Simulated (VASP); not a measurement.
# CoO (Pm-3m) in VASP: reference runs

Reference runs on CoO: the cell as given and a disturbed copy.

Everything below comes from runs of VASP 6.6.1. Logs are shortened: lines on timing, memory, paths and dates and some standing lists are left out, and cuts for length are marked.

## (1) Starting point

The structure is cubic, space group Pm-3m (No. 221). Conventional cell: a = 2.571 Å, b = 2.571 Å, c = 2.571 Å, α = 90.00°, β = 90.00°, γ = 90.00°. Around Co (site symmetry m-3m) lie 8 O at 2.23 Å. O (site symmetry m-3m) is surrounded by 8 Co at 2.23 Å.

Measurements of this composition are mostly on another form, of space group No. 225.

## (2) Single point, PBE, collinear spin, ferromagnetic start

INCAR

```
PREC = Accurate
ENCUT = 520
EDIFF = 1E-7
ISMEAR = -1
SIGMA = 0.05
LREAL = F
LASPH = T
NELM = 120
ALGO = Normal
ISIF = 2
LWAVE = F
LCHARG = F
ISPIN = 2
MAGMOM = 2 0
LORBIT = 11
LMAXMIX = 4
GGA = PE
NBANDS = 18
```

KPOINTS

```
regular mesh
0
Gamma
  10 10 10
```

POSCAR

```
CoO
1.0
    2.5705263100      0.0000000000      0.0000000000
    0.0000000000      2.5705263100      0.0000000000
    0.0000000000      0.0000000000      2.5705263100
Co O
1 1
Direct
    0.0000000000      0.0000000000      0.0000000000
    0.5000000000      0.5000000000      0.5000000000
```

Potentials or basis: VASP PAW PBE potentials, release 64 (Co, O).

Started as:

```bash
$ cat potpaw_PBE.64/Co/POTCAR potpaw_PBE.64/O/POTCAR > POTCAR
$ mpirun -np 1 vasp_std > vasp.out
```

OUTCAR:

```text
PREC = Accurate
   ENCUT = 520
   EDIFF = 1E-7
   ISMEAR = -1
   LREAL = F
   LASPH = T
   NELM = 120
   ISIF = 2
   ISPIN = 2
   LORBIT = 11
   GGA = PE

 ion  position               nearest neighbor table
   1  0.000  0.000  0.000-   2 2.23   2 2.23   2 2.23   2 2.23   2 2.23   2 2.23   2 2.23   2 2.23

   2  0.500  0.500  0.500-   1 2.23   1 2.23   1 2.23   1 2.23   1 2.23   1 2.23   1 2.23   1 2.23

  LATTYP: Found a simple cubic cell.
 ALAT       =     2.5705263100

  Lattice vectors:

 A1 = (   2.5705263100,   0.0000000000,   0.0000000000)
 A2 = (   0.0000000000,   2.5705263100,   0.0000000000)
 A3 = (   0.0000000000,   0.0000000000,   2.5705263100)

Analysis of symmetry for initial positions (statically):
=====================================================================
 Subroutine PRICEL returns:
 Original cell was already a primitive cell.

 Routine SETGRP: Setting up the symmetry group for a
 simple cubic supercell.

 Subroutine GETGRP returns: Found 48 space group operations
 (whereof 48 operations were pure point group operations)
 out of a pool of 48 trial point group operations.

The static configuration has the point symmetry O_h .

Analysis of symmetry for dynamics (positions and initial velocities):
=====================================================================
 Subroutine PRICEL returns:
 Original cell was already a primitive cell.

 Routine SETGRP: Setting up the symmetry group for a
 simple cubic supercell.

 Subroutine GETGRP returns: Found 48 space group operations
 (whereof 48 operations were pure point group operations)
 out of a pool of 48 trial point group operations.

The dynamic configuration has the point symmetry O_h .

Analysis of structural, dynamic, and magnetic symmetry:
=====================================================================
 Subroutine PRICEL returns:
 Original cell was already a primitive cell.

 Routine SETGRP: Setting up the symmetry group for a
 simple cubic supercell.

 Subroutine GETGRP returns: Found 48 space group operations
 (whereof 48 operations were pure point group operations)
 out of a pool of 48 trial point group operations.

The overall configuration has the point symmetry O_h .

 Subroutine INISYM returns: Found 48 space group operations
 (whereof 48 operations are pure point group operations),
 and found     1 'primitive' translations

----------------------------------------------------------------------------------------

                                     Primitive cell

  volume of cell :      16.9850

  direct lattice vectors                    reciprocal lattice vectors
     2.570526310  0.000000000  0.000000000     0.389025390  0.000000000  0.000000000
     0.000000000  2.570526310  0.000000000     0.000000000  0.389025390  0.000000000
     0.000000000  0.000000000  2.570526310     0.000000000  0.000000000  0.389025390

  length of vectors
     2.570526310  2.570526310  2.570526310     0.389025390  0.389025390  0.389025390

  position of ions in fractional coordinates (direct lattice)
     0.000000000  0.000000000  0.000000000
     0.500000000  0.500000000  0.500000000

  ion indices of the primitive-cell ions
   primitive index   ion index
                 1           1
                 2           2

----------------------------------------------------------------------------------------

 KPOINTS: regular mesh

Automatic generation of k-mesh.
 Grid dimensions read from file:
 generate k-points for:   10   10   10

 Generating k-lattice:

  Cartesian coordinates                     Fractional coordinates (reciprocal lattice)
     0.038902539  0.000000000  0.000000000     0.100000000  0.000000000  0.000000000
     0.000000000  0.038902539  0.000000000     0.000000000  0.100000000  0.000000000
     0.000000000  0.000000000  0.038902539     0.000000000  0.000000000  0.100000000

  Length of vectors
     0.038902539  0.038902539  0.038902539

  Shift w.r.t. Gamma in fractional coordinates (k-lattice)
     0.000000000  0.000000000  0.000000000

 Subroutine IBZKPT returns following result:
 ===========================================

 Found     56 irreducible k-points:

 Following reciprocal coordinates:
            Coordinates               Weight
  0.000000  0.000000  0.000000      1.000000
  0.100000  0.000000  0.000000      6.000000
  0.200000  0.000000  0.000000      6.000000
  0.300000  0.000000  0.000000      6.000000
  0.400000  0.000000  0.000000      6.000000
  0.500000  0.000000  0.000000      3.000000
[... 16 lines left out ...]
  0.200000  0.100000  0.100000     24.000000
  0.300000  0.100000  0.100000     24.000000
 [... further k-points ...]
   k-points           NKPTS =     56   k-points in BZ     NKDIM =     56   number of bands    NBANDS=     18
   number of dos      NEDOS =    301   number of ions     NIONS =      2
   total plane-waves  NPLWV =   8000
   dimension x,y,z NGX =    20 NGY =   20 NGZ =   20
   dimension x,y,z NGXF=    40 NGYF=   40 NGZF=   40
   ions per type =               1   1
   NGX,Y,Z   is equivalent  to a cutoff of  12.93, 12.93, 12.93 a.u.
   NGXF,Y,Z  is equivalent  to a cutoff of  25.87, 25.87, 25.87 a.u.
 SYSTEM =  unknown system
   PREC   = accura    normal or accurate (medium, high low for compatibility)
   ISTART =      0    job   : 0-new  1-cont  2-samecut
   ICHARG =      2    charge: 1-file 2-atom 10-const
   ISPIN  =      2    spin polarized calculation?
   LNONCOLLINEAR =      F non collinear calculations
   LSORBIT =      F    spin-orbit coupling
   LASPH  =      T    aspherical Exc in radial PAW
   ENCUT  =  520.0 eV  38.22 Ry    6.18 a.u.   4.78  4.78  4.78*2*pi/ulx,y,z
   NELM   =    120;   NELMIN=  2; NELMDL= -5     # of ELM steps
   EDIFF  = 0.1E-06   stopping-criterion for ELM
   LREAL  =      F    real-space projection
   EDIFFG = 0.1E-05   stopping-criterion for IOM
   NSW    =      0    number of steps for IOM
   IBRION =     -1    ionic relax: 0-MD 1-quasi-New 2-CG
   NFREE  =      0    steps in history (QN), initial steepest desc. (CG)
   ISIF   =      2    stress and relaxation
   ISYM   =      2    0-nonsym 1-usesym 2-fastsym
   POTIM  = 0.5000    time-step for ionic-motion
   TEBEG  =    0.0;   TEEND  =   0.0 temperature during run
   PSTRESS=    0.0 pullay stress
   NELECT =      15.0000    total number of electrons
   NUPDOWN=      -1.0000    fix difference up-down
   EMIN   =  10.00;   EMAX   =-10.00  energy-range for DOS
   EFERMI =   0.00;   METHOD = LEGACY
   ISMEAR =    -1;   SIGMA  =   0.05  broadening in eV -4-tet -1-fermi 0-gaus
   EFERMI_NEDOS =   21; number of points for ismear=-14 and -15
   IALGO  =     38    algorithm
   IMIX   =      4    mixing-type and parameters
     AMIX     =   0.40;   BMIX     =  1.00
     AMIX_MAG =   1.60;   BMIX_MAG =  1.00
  volume/ion in A,a.u.               =       8.49        57.31
  Fermi-wavevector in a.u.,A,eV,Ry     =   1.570664  2.968124 33.565360  2.466984
  Thomas-Fermi vector in A             =   2.672363
   LORBIT       =     11    0 simple, 1 ext, 2 COOP (PROOUT), +10 PAW based schemes
   GGA     = PE    functional components
   LHFCALC =     F    Hartree Fock is set to
   AEXX    =    0.0000 exact exchange contribution
   IVDW    =     0    specifies the selected vdW correction
   LEPSILON=     F    determine dielectric tensor
   LRPA    =     F    only Hartree local field effects (RPA)
 spin polarized calculation
  energy-cutoff  :      520.00
  volume of cell :       16.99
 maximum number of plane-waves:       480
 NGX is ok and might be reduce to    20
   NGX =  9   NGY =  9   NGZ =  9

 number of electron      15.0000020 magnetization       2.9994934

 Free energy of the ion-electron system (eV)
  ---------------------------------------------------
  ext. energy  EPLUGINS =         0.00000000
  ---------------------------------------------------
  free energy    TOTEN  =       -12.37690943 eV

  energy without entropy =      -12.36158301  energy(sigma->0) =      -12.36924622

 E-fermi :   9.4637     XC(G=0): -13.2986

 val. band max:        9.4507640814   @ k =   0.3000   0.3000   0.0000
 cond. band min:       9.4719443259   @ k =   0.5000   0.3000   0.0000
 fundamental gap:      0.0211802445
 Fermi energy:         9.4636503764

 spin component 1

 k-point     1 :       0.0000    0.0000    0.0000
  band No.  band energies     occupation
      1     -11.3685      1.00000
      2       4.9878      1.00000
      3       4.9878      1.00000
      4       6.4861      1.00000
      5       6.4861      1.00000
      6       6.4861      1.00000
[... 10 lines left out ...]
     17      41.8253      0.00000
     18      41.8253      0.00000
[... 463 lines left out ...]
 k-point    24 :       0.3000    0.1000    0.1000
  band No.  band energies     occupation
      1     -10.3602      1.00000
      2       2.0859      1.00000
      3       4.5323      1.00000
      4       4.9987      1.00000
      5       5.5632      1.00000
      6       6.7619      1.00000
[... 10 lines left out ...]
     17      37.2677      0.00000
     18      40.3203      0.00000

 [... further k-points ...]

 spin component 2

 k-point     1 :       0.0000    0.0000    0.0000
  band No.  band energies     occupation
      1     -10.6773      1.00000
      2       6.7219      1.00000
      3       6.7220      1.00000
      4       7.3042      1.00000
      5       7.3042      1.00000
      6       7.3042      1.00000
[... 10 lines left out ...]
     17      42.0027      0.00000
     18      42.0027      0.00000
[... 463 lines left out ...]
 k-point    24 :       0.3000    0.1000    0.1000
  band No.  band energies     occupation
      1      -9.6157      1.00000
      2       2.7997      1.00000
      3       5.9589      1.00000
      4       6.2832      1.00000
      5       7.4571      1.00000
      6       9.0763      0.99957
[... 10 lines left out ...]
     17      37.7829      0.00000
     18      40.8055      0.00000

 [... further k-points ...]

------------------------ aborting loop because EDIFF is reached ----------------------------------------

  FORCE on cell =-STRESS in cart. coord.  units (eV):
  Direction    XX          YY          ZZ          XY          YZ          ZX
  --------------------------------------------------------------------------------------
  -------------------------------------------------------------------------------------
  Total        1.1781216      1.1781216      1.1781216     -0.0000000     -0.0000000     -0.0000000
  in kB      111.1308259    111.1308259    111.1308259     -0.0000000     -0.0000000     -0.0000000
  external PRESSURE =     111.1308259 kB  Pullay stress =       0.0000000 kB

 VOLUME and BASIS-vectors are now :
 -----------------------------------------------------------------------------
  energy-cutoff  :      520.00
  volume of cell :       16.99
      direct lattice vectors                 reciprocal lattice vectors
     2.570526310  0.000000000  0.000000000     0.389025390  0.000000000  0.000000000
     0.000000000  2.570526310  0.000000000     0.000000000  0.389025390  0.000000000
     0.000000000  0.000000000  2.570526310     0.000000000  0.000000000  0.389025390

 POSITION                                       TOTAL-FORCE (eV/Angst)
 -----------------------------------------------------------------------------------
      0.00000      0.00000      0.00000         0.000000      0.000000      0.000000
      1.28526      1.28526      1.28526         0.000000      0.000000      0.000000
 -----------------------------------------------------------------------------------
    total drift:                                0.000000      0.000000      0.000000

  FREE ENERGIE OF THE ION-ELECTRON SYSTEM (eV)
  ---------------------------------------------------
  free  energy   TOTEN  =       -12.3769094336 eV

  energy  without entropy=      -12.3615830052  energy(sigma->0) =      -12.36924622

 total charge

# of ion       s       p       d       tot
------------------------------------------
    1        0.310   0.385   7.196   7.890
    2        1.581   3.375   0.000   4.956
--------------------------------------------------
tot          1.891   3.759   7.196  12.846

 magnetization (x)

# of ion       s       p       d       tot
------------------------------------------
    1       -0.001   0.004   2.489   2.492
    2        0.021   0.431   0.000   0.453
--------------------------------------------------
tot          0.020   0.436   2.489   2.945
```

Run time: 31 s. Hardware: 1 thread of Intel Xeon Platinum 8488C (Sapphire Rapids), shared host; peak memory 0.15 GiB.

What came out:

```yaml
Free_energy: -12.3769 eV
Pressure: 11.1 GPa
Band_gap_on_the_k_mesh: none (metal or under the smearing width)
Net_moment: 3.00 μB per cell
Site_moments: Co +2.49; O +0.45 μB
Valence_electrons_inside_the_program's_atomic_spheres: Co 7.89; O 4.96
```

Levels at points of the mesh, in eV from the Fermi level:
Spin up:
| k point | band 7 | band 8 | band 9 | band 10 | band 11 | band 12 |
| --- | --- | --- | --- | --- | --- | --- |
| (0.00, 0.00, 0.00) | -2.53 | -2.53 | -2.53 | 1.06 | 15.78 | 15.78 |
| (0.50, 0.00, 0.00) | -1.59 | -0.28 | -0.28 | 6.52 | 8.53 | 16.57 |
| (0.50, 0.50, 0.00) | -3.15 | -2.01 | -1.55 | 6.00 | 11.61 | 11.61 |
| (0.50, 0.50, 0.50) | -0.25 | -0.25 | -0.25 | 6.92 | 6.92 | 6.92 |
Spin down:
| k point | band 4 | band 5 | band 6 | band 7 | band 8 | band 9 |
| --- | --- | --- | --- | --- | --- | --- |
| (0.00, 0.00, 0.00) | -2.16 | -2.16 | -2.16 | 0.50 | 0.50 | 0.50 |
| (0.50, 0.00, 0.00) | -3.15 | -2.27 | 0.50 | 0.61 | 1.90 | 1.90 |
| (0.50, 0.50, 0.00) | -2.31 | -1.14 | -0.43 | -0.28 | -0.28 | 0.71 |
| (0.50, 0.50, 0.50) | -6.54 | 0.75 | 0.75 | 2.22 | 2.22 | 2.22 |

Caveat: a cell with one magnetic atom can't hold antiferromagnetic order, which such compounds often take; semilocal functionals often make such compounds metallic where correlation or magnetic order opens a gap, which also shifts bond lengths.

(Part 1 of 2 ends here.)
